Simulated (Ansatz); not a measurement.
Working through a frozen displacement of one atom of AlNi, space group Pm-3m

Program: the Python package of Ansatz (0.2.0).

Run as a notebook:

```python
import ansatz as az
from ase import Atoms
import numpy as np
```

```python
config = {
    'occupations': 'fermi_dirac',
    'xc': 'pbe',
}

atoms = Atoms(
    ['Al', 'Ni'],
    scaled_positions=[
        (0.0, 0.0, 0.0),
        (0.5, 0.5, 0.5),
    ],
    cell=[
        (2.881, 0.0, 0.0),
        (0.0, 2.881, 0.0),
        (0.0, 0.0, 2.881),
    ],
    pbc=True,
)
atoms.set_initial_magnetic_moments([0.0, 1.5])
system = az.Crystal.from_ase(atoms)
```

```python
inverse = np.linalg.inv(np.array(system.lattice.vectors))
home = np.array(system.sites[0].position)
values = np.linspace(-0.2, 0.2, 5)
energies, pulls = [], []
for shift in values:
    moved = system.move(0, to=home + shift * inverse[1])
    base = (
        moved.calculation()
        .occupations(config['occupations'])  # the run then minimises F = E - TS
        .spin(az.SpinTreatment.COLLINEAR)  # spin-polarised run
        .kpoints(10)  # the mesh must be finer for metals
        .functional(config['xc'])
        .pseudopotentials('paw')
        .forces()  # eV per angstrom
    )
    r = base.run(threads=1, backend='cpu').report
    energies.append(r['free_energy_ev'])
    pulls.append(r['forces_ev_ang'][0][1])

# the force is minus the slope of the free energy
print('shift (A)   dE (eV)   force along y (eV/A)')
for shift, e, f in zip(values, energies, pulls):
    print(f'{shift:8.3f} {e - energies[2]:10.5f} {f:12.4f}')
print(f'stiffness from energies {2 * np.polyfit(values, energies, 2)[0]:.3f}, from forces {-np.polyfit(values, pulls, 1)[0]:.3f} eV/A^2')
```

    DeckWarning: basis.ecutwfc = 420 eV, auto-derived from the records' recommended cutoffs: set by Al (normal level)
    RunWarning: the starting moments were not kept: the SCF closed with an absolute magnetisation of 3.1e-6 μB, where they sum to 1.5 μB in size (1 site). That is at most 0.1 of that sum. Measured as dr2_m measures the in/out step, that magnetisation stands [...]
    shift (A)   dE (eV)   force along y (eV/A)
      -0.200    0.11926       1.1925
      -0.100    0.02981       0.5963
       0.000    0.00000       0.0000
       0.100    0.02981      -0.5963
       0.200    0.11926      -1.1925
    stiffness from energies 5.963, from forces 5.963 eV/A^2

The curvature of the energy gives 5.963 eV/Å² and the slope of the force 5.963 eV/Å², a positive curvature.

Caveats:
- The SCF didn't keep the moments it started from (some shrank, vanished or turned); what is printed is the state reached.
- The mesh is modest for a metal, so energies can be off by several to tens of meV an atom and pressures by half a GPa or more; differences at equal mesh fare better.
- In a metal a curvature from energy changes of a few meV or less hangs on mesh and smearing, in size and even in sign.
- The starting cell is as deposited in a crystallographic database; the results hold for this polymorph, which needn't be the stable one.
- Warnings are shown shortened and without file and line.
- All periodic images of the atom move with it, so the curvature is one diagonal element of the zone-centre force constants and no normal mode; a positive value doesn't exclude soft modes in which several atoms move.
- Hardware and time: 45 s on 1 thread of Arm Neoverse V2, on a shared host, peak memory 0.46 GiB.
